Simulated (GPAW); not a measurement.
A run of GPAW 26.7.0 is set up as follows.

run.py

```python
import numpy as np
from ase.dft.bandgap import bandgap
from ase.io import write
from ase.spacegroup import crystal
from ase.units import GPa
from gpaw import GPAW, PW, setup_paths
from gpaw.spinorbit import soc_eigenstates

setup_paths.insert(0, '.')

# Ga 4a
# N 4d
atoms = crystal(['Ga', 'N'],
                basis=[[0.0, 0.0, 0.0],
                       [0.25, 0.25, 0.75]],
                spacegroup=216, setting=1,  # F-43m
                cellpar=[4.50700122, 4.50700122, 4.50700122, 90.0, 90.0, 90.0],
                primitive_cell=True)

calc = GPAW(mode=PW(800),
            xc='GGA_X_SOGGA+GGA_C_PBE_SOL',
            kpts={'size': (10, 10, 10), 'gamma': True},
            occupations={'name': 'fermi-dirac', 'width': 0.05},
            nbands=11,
            convergence={'density': 1e-05, 'energy': 1e-05},
            maxiter=150,
            txt='gpaw.txt')
atoms.calc = calc
energy = atoms.get_potential_energy()
forces = atoms.get_forces()
stress = atoms.get_stress()
calc.write('gs.gpw')
write('result.traj', atoms)
print(f'Energy: {energy:.6f} eV')
print('Forces (eV/A):')
print(forces.round(4))
print('Stress (GPa):', (stress / GPa).round(3))
print('Fermi level:', round(calc.get_fermi_level(), 4), 'eV')
print(f'Gap: {bandgap(calc)[0]:.4f} eV, direct: {bandgap(calc, direct=True)[0]:.4f} eV')

path = atoms.cell.bandpath('GXWKGLUWLK,UX', npoints=100, eps=1e-4)
bs_calc = calc.fixed_density(kpts=path, symmetry='off', nbands=19,
                             convergence={'bands': 'CBM+6.0', 'eigenstates': 1e-6}, txt='bands.txt')
bs = bs_calc.band_structure()
bs.write('bs.json')
print(f'Gap on the path: {bandgap(bs_calc)[0]:.4f} eV')

soc = soc_eigenstates(bs_calc, theta=90, phi=0)
np.savetxt('soc_bands.dat', soc.eigenvalues(), fmt='%.4f')
mesh = soc_eigenstates('gs.gpw', theta=90, phi=0)
np.savetxt('soc_mesh.dat', mesh.eigenvalues(), fmt='%.4f')
print('Fermi level with spin-orbit coupling:', round(mesh.fermi_level, 4), 'eV')
```

Potentials or basis: PAW data sets generated in the run's folder for this functional, pw.

The run is started by

```sh
$ gpaw-setup -f GGA_X_SOGGA+GGA_C_PBE_SOL Ga N
$ OMP_NUM_THREADS=1 python run.py
```

Task: Predict the band gap on the k mesh.

Result: 1.78 eV, direct.

Task: What does it give for the pressure?

Result: 6.4 GPa.

Task: Estimate the band gap along the path.

Result: 1.78 eV, direct.

Levels at the corners of the path, in eV from the valence-band top:
```csv
point,band 4,band 5,band 6,band 7,band 8,band 9,band 10,band 11,band 12
Γ,-0.03,0.00,0.00,0.00,0.00,1.78,1.78,10.07,10.07
X,-6.24,-2.71,-2.71,-2.67,-2.67,3.25,3.25,6.65,6.65
W,-5.68,-3.83,-3.82,-3.66,-3.61,6.19,6.20,8.47,8.48
K,-5.88,-4.35,-4.30,-2.17,-2.17,4.94,4.94,7.91,7.91
Γ,-0.03,0.00,0.00,0.00,0.00,1.78,1.78,10.07,10.07
L,-7.06,-0.99,-0.99,-0.95,-0.95,4.66,4.66,8.72,8.72
U,-5.88,-4.35,-4.30,-2.17,-2.17,4.94,4.94,7.91,7.91
W,-5.68,-3.83,-3.82,-3.66,-3.61,6.19,6.20,8.47,8.48
L,-7.06,-0.99,-0.99,-0.95,-0.95,4.66,4.66,8.72,8.72
K,-5.88,-4.35,-4.30,-2.17,-2.17,4.94,4.94,7.91,7.91
U,-5.88,-4.35,-4.30,-2.17,-2.17,4.94,4.94,7.91,7.91
X,-6.24,-2.71,-2.71,-2.67,-2.67,3.25,3.25,6.65,6.65
```

Caveat: spin-orbit coupling was added after a scalar SCF, so levels and gaps hold it while energy, forces, pressure and moments don't; this program's spin-orbit splittings come out too wide for heavy elements.

**Measured values to compare with.**

A printed reference work, textbook reports, for a bulk crystal of GaN at 0 K: band gap 3.299 eV (direct).

Against the measured gap of GaN, 3.299 eV (direct; 0 K; a printed reference work, textbook), the calculated 1.78 eV is off by -1.51 eV. The value is that of SOGGA, without temperature or zero-point motion. The cell is a database's relaxed one, not the measured one, which moves gaps too.
